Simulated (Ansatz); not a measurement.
(110) slab cut from the bulk of SiO₂, 15 Å of vacuum:

```yaml
crystal:
  lattice:
    - [5.12305, 0.00000, 0.00000]
    - [0.19081, 5.11950, 0.00000]
    - [0.00000, 0.00000, 28.56367]
  atoms:
    - { symbol: O, position: [0.79601, 0.95399, 0.26257] }
    - { symbol: Si, position: [0.50000, 0.00000, 0.28223] }
    - { symbol: O, position: [0.45399, 0.29601, 0.30189] }
    - { symbol: O, position: [0.45399, 0.79601, 0.32479] }
    - { symbol: Si, position: [0.50000, 0.50000, 0.34445] }
    - { symbol: O, position: [0.79601, 0.45399, 0.36411] }
    - { symbol: O, position: [0.29601, 0.45399, 0.38701] }
    - { symbol: Si, position: [0.00000, 0.50000, 0.40667] }
    - { symbol: O, position: [0.95399, 0.79601, 0.42633] }
    - { symbol: O, position: [0.95399, 0.29601, 0.44923] }
    - { symbol: Si, position: [0.00000, 0.00000, 0.46889] }
    - { symbol: O, position: [0.29601, 0.95399, 0.48855] }
    - { symbol: O, position: [0.79601, 0.95399, 0.51145] }
    - { symbol: Si, position: [0.50000, 0.00000, 0.53111] }
    - { symbol: O, position: [0.45399, 0.29601, 0.55077] }
    - { symbol: O, position: [0.45399, 0.79601, 0.57367] }
    - { symbol: Si, position: [0.50000, 0.50000, 0.59333] }
    - { symbol: O, position: [0.79601, 0.45399, 0.61299] }
    - { symbol: O, position: [0.29601, 0.45399, 0.63589] }
    - { symbol: Si, position: [0.00000, 0.50000, 0.65555] }
    - { symbol: O, position: [0.95399, 0.79601, 0.67521] }
    - { symbol: O, position: [0.95399, 0.29601, 0.69811] }
    - { symbol: Si, position: [0.00000, 0.00000, 0.71777] }
    - { symbol: O, position: [0.29601, 0.95399, 0.73743] }
```

All numbers below come from Ansatz, DFT PBE, scalar-relativistic, plane waves, PAW. Plane waves to 420 eV, a k mesh through Γ of 5×5×1 on the computed 24-atom cell and Gaussian smearing (0.05 eV); no spin polarisation. The cell repeats along c with a dipole correction in the vacuum.

This base run converges in 10 iterations with a largest force of 5.533 eV/Å.

One setting at a time is then changed, some of them on purpose to poor values; changes count from the base run, energies are extrapolated to zero smearing, γ keeps the base's bulk energy, atoms stay where they are, a change of functional drops any dispersion correction, and risky runs are capped at 50 to 100 iterations.

(1) What happens with mixing β = 0.02?

(2) What happens with cutoff 550 eV?

(3) What happens with field of 0.1 V/Å along c?

(4) What happens with functional PBEsol?

Answers

(1) It converges in 11 iterations; ΔE (meV/atom) 0.0, Δγ (J/m²) 0.000, largest force (eV/Å) 5.533, largest change of a force (eV/Å) 0.000.

(2) It converges in 10 iterations; ΔE (meV/atom) -3.6, largest force (eV/Å) 5.531, largest change of a force (eV/Å) 0.002.

(3) It converges in 15 iterations; ΔE (meV/atom) -0.3, largest force (eV/Å) 5.541, largest change of a force (eV/Å) 0.151.

(4) It converges in 9 iterations; largest force (eV/Å) 5.731, largest change of a force (eV/Å) 0.284.

The reference crystal is a form of SiO2, which isn't its usual structure.

Cost: 5 runs of about 12 core-minutes in all, on Arm Neoverse V2 (shared hosts).